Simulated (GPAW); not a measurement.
SiC (Moissanite 3C): single point with PBE

**Measured values to compare with.**

From “Insight into the structural, elastic and electronic properties of a new orthorhombic 6O-SiC polytype”, 2020, pmc:7200658, for a bulk crystal of SiC: band gap 2.4 eV (indirect).

Crystal: SiC (Moissanite 3C).

```
Si C
1.0
     0.00000    2.17900    2.17900
     2.17900    0.00000    2.17900
     2.17900    2.17900    0.00000
Si C
1 1
Direct
  0.00000 0.00000 0.00000
  0.75000 0.75000 0.75000
```

| Property | Result |
| --- | --- |
| Program | GPAW 26.7.0 |
| Task | single point |
| Functional | PBE |
| Potentials or basis | GPAW PAW data sets (gpaw-data 1.2.1) |
| Cutoff | 800 eV |
| Basis | pw |
| k mesh | 10 × 10 × 10 |
| Occupations | fermi-dirac, width 0.05 eV |
| Spin | no spin polarisation |

```
Pressure               : 4.5 GPa
Band gap on the k mesh : 1.35 eV, indirect (least direct gap 4.54 eV)
```

Levels at points of the mesh, in eV from the valence-band top:
```
           k point  band 2  band 3  band 4  band 5  band 6  band 7
(0.00, 0.00, 0.00)    0.00    0.00    0.00    6.26    7.30    7.30
(0.50, 0.50, 0.00)   -7.80   -3.19   -3.19    1.35    4.31   14.03
(0.50, 0.50, 0.50)   -8.55   -1.05   -1.05    5.43    7.22    7.22
```

Wall time 14 s on 1 thread of Arm Neoverse V1, with other jobs on the host, peak memory 0.14 GiB.

A measured gap of SiC is 2.4 eV (indirect; quoted in “Insight into the structural, elastic and electronic properties of a new orthorhombic 6O-SiC polytype”, 2020, pmc:7200658); the calculated 1.35 eV misses it by -1.05 eV. The value is that of PBE on a finite k mesh, which can miss the band edges, without temperature or zero-point motion. Semilocal functionals fall short of measured gaps as a rule.
